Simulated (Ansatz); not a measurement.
**What do other settings change for random wurtzite alloy of AlN and GaN (72 atoms)?**

The cell holds 72 atoms: 32 Ga, 36 N and 4 Al. Cell: a = 9.541 Å, b = 9.541 Å, c = 10.325 Å, α = 90.0°, β = 90.0°, γ = 120.0°. It derives from AlN (wurtzite) and GaN, repeated 3×3×2. Wurtzite AlN, 3 x 3 x 2 conventional cells, 32 of 36 Al sites given to Ga at random (x = 0.889), lattice by Vegard's rule (a = 3.18 Å, c = 5.162 Å); not relaxed, displaced by a Gaussian of 0.02 Å.

Geometry: as built.

Reference run: Kohn-Sham DFT, PBE, PAW (set soft_2), plane waves (Ansatz 0.2.0), cutoff 420 eV, Γ point, fixed occupations.

| Item | Value |
| --- | --- |
| r.m.s. force component | 0.4689 eV/Å |
| pressure | 5.847 GPa |
| gap (highest filled to lowest empty level) | 2.085 eV |
| SCF cycles | 8 |
| time | 15 s on 4 threads of Arm Neoverse V2, shared host |

Variants, in no order:
A. support functions medium, spacing 0.383 Å
B. support functions medium, spacing 0.319 Å
C. support functions medium, spacing 0.277 Å
D. support functions medium

**Question.** Rank the variants by how far their forces lie from the reference's, least first.

D, C, B, A.

```tsv
variant	Δ force, r.m.s. (meV/Å)	share of r.m.s. force (%)
D. support functions medium	0.566	0.121
C. support functions medium, spacing 0.277 Å	0.944	0.201
B. support functions medium, spacing 0.319 Å	19.3	4.12
A. support functions medium, spacing 0.383 Å	77.0	16.4
```

[Logs are printed without paths, hosts, clocks, repeated set-up lines and the standing remarks that a program may print on its own settings, such as how far it seeks lower states.]

[Hosts, paths, dates, database ids (printed as entryN), source tags and the programs' standing remarks are cut or masked in the printed files.]
